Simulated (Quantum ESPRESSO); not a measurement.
# Rb under changes of volume

One of the cells (88.043 Å³/atom); the others are scaled copies at fixed shape and fractional positions:

```
CELL_PARAMETERS angstrom
-2.80250 2.80250 2.80250
2.80250 -2.80250 2.80250
2.80250 2.80250 -2.80250
ATOMIC_POSITIONS crystal
Rb 0.00000 0.00000 0.00000
```

| Item | Value |
| --- | --- |
| Program | Quantum ESPRESSO 7.5 |
| Functional | r2SCAN |
| Potentials or basis | SG15 PBE 1.2 |
| Cutoff | 626 eV |
| Density cutoff | 2503 eV |
| k mesh | 5 × 5 × 5 |
| Occupations | fermi-dirac, width 0.05 eV |
| Spin | no spin polarisation |

```csv
volume (Å³/atom),energy over the lowest point (meV/atom),pressure (GPa)
82.761,?,?
84.522,8.27,0.3
86.283,5.16,0.2
88.043,2.85,0.2
89.804,1.26,0.1
91.565,0.33,0.1
93.326,0.00,0.0
```

Problem. What does the run at 82.761 Å³/atom give?

Solution. Energy over the lowest point 12.24 meV/atom; pressure 0.4 GPa.

Worked out: A Birch-Murnaghan fit of order 3 (a polynomial in V^(-2/3)) to the other rows has its minimum at 93.49 Å³/atom, just outside them, with B0 = V·E''(V) = 2.6 GPa and B' = 3.9. It gives 12.26 meV/atom at 82.761 Å³/atom, against the run's 12.24, and -dE/dV = 0.4 GPa, against 0.4.

Energies are extrapolated to zero smearing.

Caveats: the potentials were made for another functional, which shifts forces and pressure.
